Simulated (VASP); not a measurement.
# CdTe in VASP: work function with PBEsol

Aim: the work function of CdTe with PBEsol.

All numbers are computed with VASP 6.6.1; they aren't measurements. Logs are shortened: lines on timing, memory, paths and dates and some standing lists are left out, and cuts for length are marked.

### Step 1. Starting point

The cell holds a slab with vacuum, 10 atoms: a = 6.410 Å, b = 4.533 Å, c = 25.065 Å, α = 90.00°, β = 90.00°, γ = 90.00°.

### Step 2. Work function, PBEsol

Input file INCAR:

```
PREC = Accurate
ENCUT = 520
EDIFF = 1E-6
ISMEAR = 0
SIGMA = 0.05
LREAL = False
LASPH = True
NELM = 100
ALGO = Fast
ISIF = 2
LWAVE = False
LCHARG = True
LDIPOL = True
IDIPOL = 3
DIPOL = 0.5 0.5 0.500
GGA = PS
LVHAR = True
LVACPOTAV = True
KPAR = 8
```

Input file KPOINTS:

```
regular mesh
0
Gamma
  4 6 1
```

Input file POSCAR:

```
CdTe                                    
1.0
    6.4100000000      0.0000000000      0.0000000000
    0.0000000000      4.5325544670      0.0000000000
    0.0000000000      0.0000000000     25.0651089350
  Cd              Te            
     5     5
Direct
     0.5546363104961753    0.5000000000000000    0.3375196776292221
     0.9696556207052196    0.0000000000000000    0.4028054703230000
     0.4813489169810948    0.5000000000000000    0.5000000000000000
     0.9696556207052196    0.0000000000000000    0.5971945296769999
     0.5546363104961753    0.5000000000000000    0.6624803223707780
     0.7611996237875543    0.0000000000000000    0.3050279784259969
     0.2287251780400357    0.5000000000000000    0.4087828023035394
     0.7402176169609347    0.0000000000000000    0.5000000000000000
     0.2287251780400357    0.5000000000000000    0.5912171976964608
     0.7611996237875543    0.0000000000000000    0.6949720215740032
```

Potentials or basis: VASP PAW PBE potentials, release 64 (Cd, Te).

Command:

```
> cat potpaw_PBE.64/Cd/POTCAR potpaw_PBE.64/Te/POTCAR > POTCAR
> mpirun -np 8 vasp_std > vasp.out
```

OUTCAR:

```text
PREC = Accurate
   ENCUT = 520
   EDIFF = 1E-6
   ISMEAR = 0
   LREAL = False
   LASPH = True
   NELM = 100
   ISIF = 2
   GGA = PS

 ion  position               nearest neighbor table
   1  0.555  0.500  0.338-   6 2.75   6 2.75   7 2.75
   2  0.970  0.000  0.403-   6 2.79   7 2.81   7 2.81   8 2.85
   3  0.481  0.500  0.500-   7 2.80   9 2.80   8 2.81   8 2.81
   4  0.970  0.000  0.597-  10 2.79   9 2.81   9 2.81   8 2.85
   5  0.555  0.500  0.662-  10 2.75  10 2.75   9 2.75
   6  0.761  0.000  0.305-   1 2.75   1 2.75   2 2.79
   7  0.229  0.500  0.409-   1 2.75   3 2.80   2 2.81   2 2.81
   8  0.740  0.000  0.500-   3 2.81   3 2.81   4 2.85   2 2.85
   9  0.229  0.500  0.591-   5 2.75   3 2.80   4 2.81   4 2.81
  10  0.761  0.000  0.695-   5 2.75   5 2.75   4 2.79

  LATTYP: Found a simple orthorhombic cell.
 ALAT       =     4.5325544670
 B/A-ratio  =     1.4142135625
 C/A-ratio  =     5.5300182529

  Lattice vectors:

 A1 = (   0.0000000000,  -4.5325544670,   0.0000000000)
 A2 = (   6.4100000000,   0.0000000000,   0.0000000000)
 A3 = (   0.0000000000,   0.0000000000,  25.0651089350)

Analysis of symmetry for initial positions (statically):
=====================================================================
 Subroutine PRICEL returns:
 Original cell was already a primitive cell.

 Routine SETGRP: Setting up the symmetry group for a
 simple orthorhombic supercell.

 Subroutine GETGRP returns: Found  4 space group operations
 (whereof  4 operations were pure point group operations)
 out of a pool of  8 trial point group operations.

The static configuration has the point symmetry C_2v.

Analysis of symmetry for dynamics (positions and initial velocities):
=====================================================================
 Subroutine PRICEL returns:
 Original cell was already a primitive cell.

 Routine SETGRP: Setting up the symmetry group for a
 simple orthorhombic supercell.

 Subroutine GETGRP returns: Found  4 space group operations
 (whereof  4 operations were pure point group operations)
 out of a pool of  8 trial point group operations.

The dynamic configuration has the point symmetry C_2v.

 Subroutine INISYM returns: Found  4 space group operations
 (whereof  4 operations are pure point group operations),
 and found     1 'primitive' translations

----------------------------------------------------------------------------------------

                                     Primitive cell
[... 110 lines left out ...]
   EFERMI_NEDOS =   21; number of points for ismear=-14 and -15
   IALGO  =     68    algorithm
   IMIX   =      4    mixing-type and parameters
     AMIX     =   0.40;   BMIX     =  1.00
     AMIX_MAG =   1.60;   BMIX_MAG =  1.00
  volume/ion in A,a.u.               =      72.82       491.44
  Fermi-wavevector in a.u.,A,eV,Ry     =   0.815453  1.540982  9.047373  0.664963
  Thomas-Fermi vector in A             =   1.925543
   LORBIT       =      0    0 simple, 1 ext, 2 COOP (PROOUT), +10 PAW based schemes
   GGA     = PS    functional components
   LHFCALC =     F    Hartree Fock is set to
   AEXX    =    0.0000 exact exchange contribution
   IVDW    =     0    specifies the selected vdW correction
   LEPSILON=     F    determine dielectric tensor
   LRPA    =     F    only Hartree local field effects (RPA)
 non-spin polarized calculation
 RMM-DIIS sequential band-by-band and
 Gauss-broadening in eV      SIGMA  =   0.05
  energy-cutoff  :      520.00
  volume of cell :      728.23
 maximum number of plane-waves:     19664
 NGX is ok and might be reduce to    48
   NGX = 23   NGY = 17   NGZ = 93

 dipolmoment           0.000000      0.000000      0.000000 electrons x Angstroem

 number of electron      90.0000003 magnetization

 dipolmoment           0.000000      0.000000     -0.000000 electrons x Angstroem

 Free energy of the ion-electron system (eV)
  ---------------------------------------------------
  ext. energy  EPLUGINS =         0.00000000
  ---------------------------------------------------
  free energy    TOTEN  =       -26.42024375 eV

  energy without entropy =      -26.42024375  energy(sigma->0) =      -26.42024375

 E-fermi :  -1.4384     XC(G=0):  -4.5458

 val. band max:       -1.6897740225   @ k =   0.0000   0.0000   0.0000
 cond. band min:      -0.4148987674   @ k =   0.0000   0.0000   0.0000
 fundamental gap:      1.2748752552
 Fermi energy:        -1.4383850199

 k-point     1 :       0.0000    0.0000    0.0000
  band No.  band energies     occupation
      1     -12.8869      2.00000
      2     -12.7080      2.00000
      3     -12.4284      2.00000
      4     -12.2728      2.00000
      5     -12.2658      2.00000
      6     -10.0237      2.00000
[... 673 lines left out ...]
     53       2.9418      0.00000
     54       2.9563      0.00000

------------------------ aborting loop because EDIFF is reached ----------------------------------------

  FORCE on cell =-STRESS in cart. coord.  units (eV):
  Direction    XX          YY          ZZ          XY          YZ          ZX
  --------------------------------------------------------------------------------------
  -------------------------------------------------------------------------------------
  Total        0.5463571      0.8522686     -0.0791970      0.0000000      0.0000000      0.0000000
  in kB        1.2020333      1.8750655     -0.1742403      0.0000000      0.0000000      0.0000000
  external PRESSURE =       0.9676195 kB  Pullay stress =       0.0000000 kB

 VOLUME and BASIS-vectors are now :
 -----------------------------------------------------------------------------
  energy-cutoff  :      520.00
  volume of cell :      728.23
      direct lattice vectors                 reciprocal lattice vectors
     6.410000000  0.000000000  0.000000000     0.156006240  0.000000000  0.000000000
     0.000000000  4.532554467  0.000000000     0.000000000  0.220626141  0.000000000
     0.000000000  0.000000000 25.065108935     0.000000000  0.000000000  0.039896096

 POSITION                                       TOTAL-FORCE (eV/Angst)
 -----------------------------------------------------------------------------------
      3.55522      2.26628      8.45997         0.001745      0.000000     -0.002927
      6.21549      0.00000     10.09636        -0.002777     -0.000000      0.005764
      3.08545      2.26628     12.53255        -0.008432      0.000000      0.000000
      6.21549      0.00000     14.96875        -0.002777     -0.000000     -0.005764
      3.55522      2.26628     16.60514         0.001745      0.000000      0.002927
      4.87929      0.00000      7.64556        -0.002934      0.000000      0.006075
      1.46613      2.26628     10.24619         0.003533      0.000000      0.000813
      4.74479      0.00000     12.53255         0.009299      0.000000      0.000000
      1.46613      2.26628     14.81892         0.003533      0.000000     -0.000813
      4.87929      0.00000     17.41955        -0.002934      0.000000     -0.006075
 -----------------------------------------------------------------------------------
    total drift:                               -0.000399     -0.000000      0.000004

  FREE ENERGIE OF THE ION-ELECTRON SYSTEM (eV)
  ---------------------------------------------------
  free  energy   TOTEN  =       -26.4202437485 eV

  energy  without entropy=      -26.4202437485  energy(sigma->0) =      -26.42024375

 vacuum level on the upper side and lower side of the slab         3.460         3.460
```

OSZICAR:

```text
N       E                     dE             d eps       ncg     rms          rms(c)
DAV:   1     0.647107105225E+03    0.64711E+03   -0.34629E+04  1296   0.130E+03
DAV:   2     0.249176154129E+02   -0.62219E+03   -0.60829E+03  1582   0.300E+02
DAV:   3    -0.263900354044E+02   -0.51308E+02   -0.50982E+02  1464   0.876E+01
DAV:   4    -0.278958095625E+02   -0.15058E+01   -0.15030E+01  1600   0.134E+01
[... 15 lines left out ...]
RMM:  20    -0.264202371415E+02   -0.12588E-05   -0.13533E-07   684   0.138E-03    0.106E-03
RMM:  21    -0.264202397032E+02   -0.25616E-05   -0.11989E-07   602   0.130E-03    0.109E-03
RMM:  22    -0.264202418738E+02   -0.21706E-05   -0.22811E-08   336   0.852E-04    0.479E-04
RMM:  23    -0.264202430372E+02   -0.11634E-05   -0.35436E-08   302   0.817E-04    0.197E-04
RMM:  24    -0.264202437485E+02   -0.71131E-06   -0.26755E-08   285   0.762E-04
   1 F= -.26420244E+02 E0= -.26420244E+02  d E =-.123549E-13
```

stdout:

```text
POSCAR found type information on POSCAR CdTe
 POSCAR found :  2 types and      10 ions
 scaLAPACK will be used
 -----------------------------------------------------------------------------
[... 42 lines left out ...]
|     Did not find any points to average over, which means that no vacuum     |
|     field-free region was found. Please increase the size of  your cell     |
|     in the dimension of the dipole correction to obtain accurate            |
|     workfunction values.                                                    |
|                                                                             |
 -----------------------------------------------------------------------------
```

It took 4.8 min on 8 MPI ranks of Intel Xeon Platinum 8259CL at 2.50GHz (Skylake/Cascade Lake), shared host; peak memory 0.94 GiB.

What came out:

```
Free energy                            : -26.4202 eV
Largest force                          : 0.009 eV/Å
Band gap on the k mesh                 : 1.27 eV, direct
Ionisation potential of the upper face : 5.15 eV
```

Forces on the atoms (eV/Å):
```
Cd   0.002  0.000 -0.003
Cd  -0.003  0.000  0.006
Cd  -0.008  0.000  0.000
Cd  -0.003  0.000 -0.006
Cd   0.002  0.000  0.003
Te  -0.003  0.000  0.006
Te   0.004  0.000  0.001
Te   0.009  0.000  0.000
Te   0.004  0.000 -0.001
Te  -0.003  0.000 -0.006
```

Caveat: the PAW data sets were made with another functional, which shifts forces and pressure a little; spin-orbit coupling is left out, which moves the levels of the heavy elements.
